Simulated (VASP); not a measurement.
Write the native input for VASP 6.6.1 that does the following.

```
Task                   : single point
Functional             : PBE
Potentials or basis    : VASP PAW PBE potentials, release 64 (Ta_pv, N)
Cutoff                 : 520 eV
k mesh                 : 10 × 10 × 10
Occupations            : fermi-dirac, width 0.05 eV
Spin                   : no spin polarisation
Further INCAR settings : ALGO = Normal; EDIFF = 1e-07; NBANDS = 15
```

The structure of TaN lies in POSCAR:

```
TaN
1.0
    0.0000000000      2.1790013100      2.1790013100
    2.1790013100      0.0000000000      2.1790013100
    2.1790013100      2.1790013100      0.0000000000
Ta N
1 1
Direct
    0.5000000000      0.5000000000      0.5000000000
    0.0000000000      0.0000000000      0.0000000000
```

The input as run:

INCAR

```
SYSTEM = TaN
PREC = Accurate ; ENCUT = 520
EDIFF = 1E-7 ; ISMEAR = -1
SIGMA = 0.05 ; LREAL = .FALSE.
LASPH = .TRUE. ; NELM = 60
ALGO = Normal ; ISIF = 2
LWAVE = .FALSE. ; LCHARG = .FALSE.
GGA = PE ; NBANDS = 15
```

KPOINTS

```
Automatic mesh
0
G
  10 10 10
  0 0 0
```

Potentials or basis: VASP PAW PBE potentials, release 64 (Ta_pv, N).

The run is started by

```sh
$ cat potpaw_PBE.64/Ta_pv/POTCAR potpaw_PBE.64/N/POTCAR > POTCAR
$ mpirun -np 1 vasp_std > vasp.out
```

Results of the run:

| Property | Result |
| --- | --- |
| Pressure | 15.4 GPa |
| Band gap on the k mesh | none (metal or under the smearing width) |

Caveat: so large a pressure means that the cell lies far from this level's equilibrium, or that cutoff or potentials fall short.

It took 9.6 s on 1 thread of Intel(R) Xeon(R) Platinum 8488C (Sapphire Rapids) (shared host), peak memory 0.14 GiB.
